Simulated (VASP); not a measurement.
Wanted: the native input for a VASP 6.6.1 run.

```yaml
Task: relaxation of cell and atoms
Functional: PBEsol
Potentials_or_basis: VASP PAW PBE potentials, release 64 (Fe, O)
Cutoff: 600 eV
k_mesh: 8 × 8 × 8
Occupations: fermi-dirac, width 0.05 eV
Spin: collinear spin, ferromagnetic start
Starting_moments: "[3.0, 0.0] μB"
Further_INCAR_settings: ALGO = Fast; EDIFF = 1e-06; IBRION = 2; EDIFFG = -0.02; NSW = 60; ISIF = 3
```

The structure of FeO (Wuestite) lies in POSCAR:

```
FeO
1.0
    0.0000000000      2.1554000000      2.1554000000
    2.1554000000      0.0000000000      2.1554000000
    2.1554000000      2.1554000000      0.0000000000
Fe O
1 1
Direct
    0.0000000000      0.0000000000      0.0000000000
    0.5000000000      0.5000000000      0.5000000000
```

These files were run (other wordings do the same):

INCAR

```
SYSTEM = FeO
  PREC = Accurate
  ENCUT = 600
  EDIFF = 1E-6
  ISMEAR = -1
  SIGMA = 0.05
  LREAL = .False.
  LASPH = .True.
  NELM = 100
  ALGO = Fast
  ISIF = 3
  LWAVE = .False.
  LCHARG = .False.
  ISPIN = 2
  MAGMOM = 3 0
  LORBIT = 11
  LMAXMIX = 4
  GGA = PS
  IBRION = 2
  NSW = 60
  EDIFFG = -0.02
```

KPOINTS

```
Automatic mesh
0
Gamma
  8 8 8
  0 0 0
```

Potentials or basis: VASP PAW PBE potentials, release 64 (Fe, O).

Launch:

```bash
$ cat potpaw_PBE.64/Fe/POTCAR potpaw_PBE.64/O/POTCAR > POTCAR
$ mpirun -np 1 vasp_std > vasp.out
```

Results of the run:

The relaxed volume is 9.58 Å³/atom, the relaxed cell is a = 3.004 Å, b = 3.004 Å, c = 3.004 Å, α = 60.00°, β = 60.00°, γ = 60.00° and the space group after relaxing (to 0.05 Å) is Fm-3m (No. 225). The energy gained by relaxing is 11.8 meV/atom. The ionic steps are 3. The pressure after relaxing is 0.1 GPa. The band gap on the k mesh is none (metal or under the smearing width) and the net moment is 4.00 μB per cell. The site moments are Fe +3.60; O +0.31 μB and the valence electrons inside the program's atomic spheres are Fe 6.82; O 4.99.

Caveat: the PAW data sets were made with another functional, which shifts forces and pressure a little; a cell with one magnetic atom can't hold antiferromagnetic order, which such compounds often take; semilocal functionals often make such compounds metallic where correlation or magnetic order opens a gap, which also shifts bond lengths.

It took 34 s on 1 thread of Intel(R) Xeon(R) Platinum 8259CL CPU @ 2.50GHz (Skylake/Cascade Lake) (shared host), peak memory 0.16 GiB.
